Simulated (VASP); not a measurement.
# GaAs (F-43m) in VASP: a series of runs, part 3 of 3

VASP 6.6.1. Earlier steps stand in the parts before.

## 5. Dielectric tensor, PBEsol

The input, INCAR:

```
SYSTEM = GaAs
ALGO     = Normal         ! electronic algorithm
EDIFF    = 1E-8           ! SCF threshold, eV
ENCUT    = 300            ! plane-wave cutoff, eV
GGA      = PS             ! functional
ISIF     = 2              ! what is computed and relaxed
ISMEAR   = 0              ! smearing method
LASPH    = .TRUE.         ! aspherical terms in the spheres
LCHARG   = .FALSE.        ! write CHGCAR
LEPSILON = .TRUE.         ! dielectric tensor by DFPT
LREAL    = .FALSE.        ! projectors in reciprocal space
LWAVE    = .FALSE.        ! write WAVECAR
NELM     = 100            ! most SCF steps
PREC     = Accurate       ! precision mode
SIGMA    = 0.01           ! smearing width, eV
```

The input, KPOINTS:

```
k-points
0
G
  12 12 12
  0 0 0
```

The input, POSCAR:

```
GaAs
1.0
    0.0000000000      2.8268500000      2.8268500000
    2.8268500000      0.0000000000      2.8268500000
    2.8268500000      2.8268500000      0.0000000000
As Ga
1 1
Direct
    0.7500000000      0.7500000000      0.7500000000
    0.0000000000      0.0000000000      0.0000000000
```

Potentials or basis: VASP PAW PBE potentials, release 64 (As, Ga_d).

Started as:

```console
cat potpaw_PBE.64/As/POTCAR potpaw_PBE.64/Ga_d/POTCAR > POTCAR
mpirun -np 1 vasp_std > vasp.out
```

OUTCAR:

```text
SYSTEM = GaAs
   EDIFF = 1E-8
   ENCUT = 300
   GGA = PS
   ISIF = 2
   ISMEAR = 0
   LASPH = .TRUE.
   LEPSILON = .TRUE.
   LREAL = .FALSE.
   NELM = 100
   PREC = Accurate

 Found     72 irreducible k-points:

 Following reciprocal coordinates:
            Coordinates               Weight
  0.000000  0.000000  0.000000      1.000000
  0.083333  0.000000  0.000000      8.000000
  0.166667  0.000000  0.000000      8.000000
  0.250000  0.000000  0.000000      8.000000
  0.333333  0.000000  0.000000      8.000000
  0.416667  0.000000  0.000000      8.000000
   k-points           NKPTS =     72   k-points in BZ     NKDIM =     72   number of bands    NBANDS=     13
   number of dos      NEDOS =    301   number of ions     NIONS =      2
   total plane-waves  NPLWV =  13824
   dimension x,y,z NGX =    24 NGY =   24 NGZ =   24
   dimension x,y,z NGXF=    48 NGYF=   48 NGZF=   48
   ions per type =               1   1
   NGX,Y,Z   is equivalent  to a cutoff of   9.98,  9.98,  9.98 a.u.
   NGXF,Y,Z  is equivalent  to a cutoff of  19.96, 19.96, 19.96 a.u.
 SYSTEM =  GaAs
   PREC   = accura    normal or accurate (medium, high low for compatibility)
   ISTART =      0    job   : 0-new  1-cont  2-samecut
   ICHARG =      2    charge: 1-file 2-atom 10-const
   ISPIN  =      1    spin polarized calculation?
   LNONCOLLINEAR =      F non collinear calculations
   LSORBIT =      F    spin-orbit coupling
   LASPH  =      T    aspherical Exc in radial PAW
   ENCUT  =  300.0 eV  22.05 Ry    4.70 a.u.   5.65  5.65  5.65*2*pi/ulx,y,z
   NELM   =    100;   NELMIN=  2; NELMDL= -5     # of ELM steps
   EDIFF  = 0.1E-07   stopping-criterion for ELM
   LREAL  =      F    real-space projection
   EDIFFG = 0.1E-06   stopping-criterion for IOM
   NSW    =      0    number of steps for IOM
   IBRION =     -1    ionic relax: 0-MD 1-quasi-New 2-CG
   NFREE  =      0    steps in history (QN), initial steepest desc. (CG)
   ISIF   =      2    stress and relaxation
   ISYM   =      2    0-nonsym 1-usesym 2-fastsym
   POTIM  = 0.5000    time-step for ionic-motion
   TEBEG  =    0.0;   TEEND  =   0.0 temperature during run
[... 170 lines left out ...]
           0.000000    20.757355     0.000000
           0.000000     0.000000    20.757355
 ------------------------------------------------------

 Free energy of the ion-electron system (eV)
  ---------------------------------------------------
  ---------------------------------------------------
  free energy    TOTEN  =        -2.51271231 eV

  energy without entropy =       -2.51271231

------------------------ aborting loop because EDIFF is reached ----------------------------------------

--------------------------------------- Ionic step        2  -------------------------------------------

------------------------ aborting loop because EDIFF is reached ----------------------------------------

--------------------------------------- Ionic step        3  -------------------------------------------

 Free energy of the ion-electron system (eV)
  ---------------------------------------------------
  ---------------------------------------------------
  free energy    TOTEN  =        -2.51271475 eV

  energy without entropy =       -2.51271475

------------------------ aborting loop because EDIFF is reached ----------------------------------------

 PIEZOELECTRIC TENSOR FIELD DIRECTION 3  (e Angst)
 -----------------------------------------------------------------------------
    -0.00026  2.42535  0.00000           (  0.00000  0.01533  0.00000)
     2.42535 -0.00026  0.00000           (  0.01533  0.00000  0.00000)
     0.00000  0.00000 -0.00177           (  0.00000  0.00000  0.00000)

 PIEZOELECTRIC TENSOR FIELD DIRECTION 3  (C/m^2)
 -----------------------------------------------------------------------------
    -0.00009  0.86009  0.00000
     0.86009 -0.00009  0.00000
     0.00000  0.00000 -0.00063

 MACROSCOPIC STATIC DIELECTRIC TENSOR (including local field effects in DFT)
 ------------------------------------------------------
          20.147153    -0.000000     0.000000
           0.000000    20.147153     0.000000
           0.000000     0.000000    20.147153
 ------------------------------------------------------

 PIEZOELECTRIC TENSOR (including local field effects)  for field in x, y, z        (e  Angst)
          XX          YY          ZZ          XY          YZ          ZX
  --------------------------------------------------------------------------------
  x    -0.00000     0.00000     0.00000     0.00000     2.43103     0.00000
  y    -0.00000     0.00000     0.00000     0.00000     0.00000     2.43103
  z    -0.00000    -0.00000     0.00000     2.43103     0.00000     0.00000

 PIEZOELECTRIC TENSOR (including local field effects)  for field in x, y, z        (C/m^2)
          XX          YY          ZZ          XY          YZ          ZX
  --------------------------------------------------------------------------------
  x    -0.00000     0.00000     0.00000     0.00000     0.86211     0.00000
  y    -0.00000     0.00000     0.00000     0.00000     0.00000     0.86211
  z    -0.00000    -0.00000     0.00000     0.86211     0.00000     0.00000

 BORN EFFECTIVE CHARGES (including local field effects) (in |e|, cummulative output)
 ---------------------------------------------------------------------------------
 ion    1
    1    -2.14217     0.00000    -0.00000
    2     0.00000    -2.14217     0.00000
    3    -0.00000     0.00000    -2.14217
 ion    2
    1     2.14217    -0.00000     0.00000
    2    -0.00000     2.14217     0.00000
    3     0.00000    -0.00000     2.14217
```

stdout:

```text
POSCAR found type information on POSCAR AsGa
 POSCAR found :  2 types and       2 ions
 scaLAPACK will be used
 -----------------------------------------------------------------------------
|                                                                             |
[... 28 lines left out ...]
 dielectric tensor                  component  3 :     2.151    -3.026    13.940
 Linear response to external field, progress :
  Direction:   1
 dielectric tensor                  component  1 :    20.147     4.268     2.050
 Linear response to external field, progress :
  Direction:   2
 dielectric tensor                  component  2 :     3.892    20.147     2.050
 Linear response to external field, progress :
  Direction:   3
 dielectric tensor                  component  3 :     3.247     3.069    20.147
 Born effective charges drift removed
```

It took 4.9 min on 1 thread of Intel Xeon Platinum 8488C (Sapphire Rapids), shared host; peak memory 0.31 GiB.

The run converged, but some of its settings lie outside the range that counts as converged, so its numbers aren't taken as properties of the crystal.

What came out:

```yaml
Band_gap_on_the_k_mesh: 0.46 eV, direct
Electronic_dielectric_tensor_diagonal: 20.15
Born_charges_mean_of_the_diagonal: As -2.14; Ga +2.14 e
```

Caveat: the cutoff is under 1.25 times the usual one of these potentials, so pressure, stress and relaxed cells hold a basis-set (Pulay) error; the gap is small at this level, which inflates the dielectric constant; the PAW data sets were made with another functional, which shifts forces and pressure a little.

## 6. Dielectric tensor, PBEsol

Changes to INCAR since step 5:

```diff
@@ -3,3 +3,3 @@
 EDIFF    = 1E-8           ! SCF threshold, eV
-ENCUT    = 300            ! plane-wave cutoff, eV
+ENCUT    = 350            ! plane-wave cutoff, eV
 GGA      = PS             ! functional
```

KPOINTS is that of step 5.

POSCAR is that of step 5.

Potentials or basis: VASP PAW PBE potentials, release 64 (As, Ga_d).

Started as:

```console
cat potpaw_PBE.64/As/POTCAR potpaw_PBE.64/Ga_d/POTCAR > POTCAR
mpirun -np 1 vasp_std > vasp.out
```

OUTCAR:

```text
SYSTEM = GaAs
   EDIFF = 1E-8
   ENCUT = 350
   GGA = PS
   ISIF = 2
   ISMEAR = 0
   LASPH = .TRUE.
   LEPSILON = .TRUE.
   LREAL = .FALSE.
   NELM = 100
   PREC = Accurate

 Found     72 irreducible k-points:

 Following reciprocal coordinates:
            Coordinates               Weight
  0.000000  0.000000  0.000000      1.000000
  0.083333  0.000000  0.000000      8.000000
  0.166667  0.000000  0.000000      8.000000
  0.250000  0.000000  0.000000      8.000000
  0.333333  0.000000  0.000000      8.000000
  0.416667  0.000000  0.000000      8.000000
   k-points           NKPTS =     72   k-points in BZ     NKDIM =     72   number of bands    NBANDS=     13
   number of dos      NEDOS =    301   number of ions     NIONS =      2
   total plane-waves  NPLWV =  13824
   dimension x,y,z NGX =    24 NGY =   24 NGZ =   24
   dimension x,y,z NGXF=    48 NGYF=   48 NGZF=   48
   ions per type =               1   1
   NGX,Y,Z   is equivalent  to a cutoff of   9.98,  9.98,  9.98 a.u.
   NGXF,Y,Z  is equivalent  to a cutoff of  19.96, 19.96, 19.96 a.u.
 SYSTEM =  GaAs
   PREC   = accura    normal or accurate (medium, high low for compatibility)
   ISTART =      0    job   : 0-new  1-cont  2-samecut
   ICHARG =      2    charge: 1-file 2-atom 10-const
   ISPIN  =      1    spin polarized calculation?
   LNONCOLLINEAR =      F non collinear calculations
[... 207 lines left out ...]
  ---------------------------------------------------
  free energy    TOTEN  =        -2.51266651 eV

  energy without entropy =       -2.51266651

------------------------ aborting loop because EDIFF is reached ----------------------------------------

 PIEZOELECTRIC TENSOR FIELD DIRECTION 3  (e Angst)
 -----------------------------------------------------------------------------
    -0.00024  2.42268  0.00000           (  0.00000  0.01512  0.00000)
     2.42268 -0.00024  0.00000           (  0.01512  0.00000  0.00000)
     0.00000  0.00000 -0.00178           (  0.00000  0.00000  0.00000)

 PIEZOELECTRIC TENSOR FIELD DIRECTION 3  (C/m^2)
 -----------------------------------------------------------------------------
    -0.00009  0.85915  0.00000
     0.85915 -0.00009  0.00000
     0.00000  0.00000 -0.00063

 MACROSCOPIC STATIC DIELECTRIC TENSOR (including local field effects in DFT)
 ------------------------------------------------------
          20.146283     0.000000    -0.000000
           0.000000    20.146283     0.000000
           0.000000    -0.000000    20.146283
 ------------------------------------------------------

 PIEZOELECTRIC TENSOR (including local field effects)  for field in x, y, z        (e  Angst)
          XX          YY          ZZ          XY          YZ          ZX
  --------------------------------------------------------------------------------
  x     0.00000     0.00000    -0.00000     0.00000     2.42836     0.00000
  y     0.00000     0.00000     0.00000     0.00000     0.00000     2.42836
  z     0.00000    -0.00000     0.00000     2.42836     0.00000     0.00000

 PIEZOELECTRIC TENSOR (including local field effects)  for field in x, y, z        (C/m^2)
          XX          YY          ZZ          XY          YZ          ZX
  --------------------------------------------------------------------------------
  x     0.00000     0.00000    -0.00000     0.00000     0.86116     0.00000
  y     0.00000     0.00000     0.00000     0.00000     0.00000     0.86116
  z     0.00000    -0.00000     0.00000     0.86116     0.00000     0.00000

 BORN EFFECTIVE CHARGES (including local field effects) (in |e|, cummulative output)
 ---------------------------------------------------------------------------------
 ion    1
    1    -2.14142     0.00000     0.00000
    2     0.00000    -2.14142     0.00000
    3    -0.00000     0.00000    -2.14142
 ion    2
    1     2.14142     0.00000    -0.00000
    2    -0.00000     2.14142     0.00000
    3     0.00000    -0.00000     2.14142
```

stdout:

```text
POSCAR found type information on POSCAR AsGa
 POSCAR found :  2 types and       2 ions
 scaLAPACK will be used
 -----------------------------------------------------------------------------
|                                                                             |
[... 28 lines left out ...]
 dielectric tensor                  component  3 :     2.151    -3.026    13.939
 Linear response to external field, progress :
  Direction:   1
 dielectric tensor                  component  1 :    20.146     4.268     2.050
 Linear response to external field, progress :
  Direction:   2
 dielectric tensor                  component  2 :     3.893    20.146     2.050
 Linear response to external field, progress :
  Direction:   3
 dielectric tensor                  component  3 :     3.248     3.069    20.146
 Born effective charges drift removed
```

It took 5 min on 1 thread of Intel Xeon Platinum 8488C (Sapphire Rapids), shared host; peak memory 0.35 GiB.

These settings aren't checked as converged: the numbers below hold their error.

Results:

```yaml
Band_gap_on_the_k_mesh: 0.46 eV, direct
Electronic_dielectric_tensor_diagonal: 20.15
Born_charges_mean_of_the_diagonal: As -2.14; Ga +2.14 e
```

Caveat: the cutoff is under 1.25 times the usual one of these potentials, so pressure, stress and relaxed cells hold a basis-set (Pulay) error; the gap is small at this level, which inflates the dielectric constant; the PAW data sets were made with another functional, which shifts forces and pressure a little.

## 7. The reference run

An earlier run on the cell as given: functional PBEsol; potentials or basis VASP PAW PBE potentials, release 64 (As, Ga_d); cutoff 520 eV; k mesh 8 × 8 × 8; occupations fermi-dirac, width 0.05 eV; no spin polarisation.

- Pressure: 0.3 GPa
- Band gap on the k mesh: 0.46 eV, direct
